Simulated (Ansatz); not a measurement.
## ZrS2: stationary points along a deformation path

Theory: DFT PBEsol+D3(BJ), scalar-relativistic, plane waves, PAW (Ansatz 0.2.0). Cutoff 420 eV, Γ-centred 12×12×8 k-points, Gaussian smearing of 0.03 eV. No spin polarisation. Energies are free energies at this smearing, counted from the undisturbed cell; pressure is positive in compression.

The undisturbed cell (relaxed at this level):

```
CELL_PARAMETERS angstrom
3.57836 0.00000 0.00000
-1.78918 3.09895 0.00000
0.00000 0.00000 5.53623
ATOMIC_POSITIONS crystal
Zr 0.00000 0.00000 0.00000
S 0.33333 0.66667 0.26489
S 0.66667 0.33333 0.73511
```

At fixed volume and fractional coordinates, lengths along (0.000, 0.000, 1.000) are scaled against those across it; ρ is that ratio over its starting value. V = 20.464 Å³/atom. Δσ is the stress along the axis less the mean stress across it (compression positive).

```
    ρ  ΔE (meV/atom)  Δσ (GPa) space group
0.800          167.5     15.64        P-3m1
0.850           94.1     12.60        P-3m1
0.920           26.6      7.20        P-3m1
0.960            6.7      3.73        P-3m1
1.000            0.0      0.05        P-3m1
1.050            9.6     -4.78        P-3m1
1.100           38.4     -9.79        P-3m1
1.200          144.4    -18.76        P-3m1
1.300          298.5    -26.58        P-3m1
```

**Question.** How does the stress give the slope of the energy, and where is the energy stationary?

**Answer.** Along the path d ln(length) is 2/3 d ln ρ on the axis and −1/3 d ln ρ across it, so dE/d ln ρ = −(2/3) V Δσ: the energy falls with ρ where Δσ is positive. Δσ vanishes or changes sign between ρ = 1.000 and 1.050, a minimum (near 1.00 by linear interpolation). Pairs of stationary points between two samples would go unseen, and could change a minimum read from distant neighbours into a maximum.

**Question.** Integrate that slope from ρ = 1 to 1.200 by the trapezoid rule.

**Answer.** With V/N in Å³ and 1 eV/Å³ = 160.2 GPa the slopes at ρ = 1.000, 1.050, 1.100, 1.200 are -5, 407, 833, 1597 meV/atom per unit of ln ρ. The steps add 9.8 + 28.8 + 105.8 = 144.4 meV/atom, against 144.4 from the energies; the trapezoid rule misses the curvature of the slope within each step.

Forces appear on the atoms along this scan, and letting them relax would lower the energy and soften the response. The gap closes along the scan, which can put kinks into the curve.

Cost: 9 runs of about 1.3 core-minutes in all, on Arm Neoverse V1 (shared hosts).